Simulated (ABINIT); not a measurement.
SnSe2:

```
Sn Se
1.0
     3.81100    0.00000    0.00000
    -1.90550    3.30042    0.00000
     0.00000    0.00000    6.13600
Sn Se
1 2
Direct
  0.00000 0.00000 0.00000
  0.66667 0.33333 0.75100
  0.33333 0.66667 0.24900
```

Base run:

```yaml
Program: ABINIT 10.8.3 (patched build)
Functional: LDA
Potentials_or_basis: JTH PAW LDA v2.0
Cutoff: 408 eV
k_mesh: 10 × 10 × 6
Occupations: fermi-dirac, width 0.05 eV
Spin: no spin polarisation
```

Its results: band gap on the k mesh 0.59 eV, indirect (least direct gap 0.88 eV); largest force 0.484 eV/Å.

The run is repeated on the same cell with these changes: k mesh from 10 × 10 × 6 to 3 × 3 × 2. What comes out?

Band gap on the k mesh 0.85 eV, direct; largest force 0.374 eV/Å.

Caveats: some runs use coarse meshes; spin-orbit coupling is left out, which moves the levels of the heavy elements; an odd mesh through Γ misses points on the zone boundary, where band edges often lie (some runs).

Not every run made on this cell is shown here.
